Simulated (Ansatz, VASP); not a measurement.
# Two plane-wave programs on AlN

```
Al N
1.0
     0.00000    2.18399    2.18399
     2.18399    0.00000    2.18399
     2.18399    2.18399    0.00000
Al N
1 1
Direct
  0.00000 0.00000 0.00000
  0.25000 0.25000 0.25000
```

Measurements of this composition are mostly on another form, of space group No. 186.

Alike in both runs: task single point; functional PBEsol; k mesh 10 × 10 × 10; occupations fermi-dirac, width 0.05 eV; no spin polarisation.

|  | VASP | Ansatz |
| --- | --- | --- |
| version | VASP 6.6.1 | Ansatz 0.2.0 |
| potentials or method | VASP PAW PBE potentials, release 64 (Al, N) | Ansatz PAW |
| plane-wave cutoff (eV) | 520 | 420 |
| valence electrons in the cell | 8 | 8 |

|  | VASP | Ansatz | Ansatz less VASP |
| --- | --- | --- | --- |
| gap on the k mesh at the Fermi level (eV) | 3.19 | 3.20 | +0.009 |
| least direct gap on the mesh (eV) | 4.13 | 4.12 | -0.016 |
| pressure (GPa) | 1.3 | 1.3 | +0.02 |

Caveats: the PAW data sets were made with another functional, which shifts forces and pressure a little (VASP); the pressure holds a Pulay correction of +0.5 GPa for the finite cutoff (Ansatz); the PAW data sets come from PBE, with cores solved anew for the run's functional, which leaves a small shift of forces and pressure (Ansatz). As with any semilocal functional, this PBEsol gap is likely too small. A k mesh can miss the band edges.
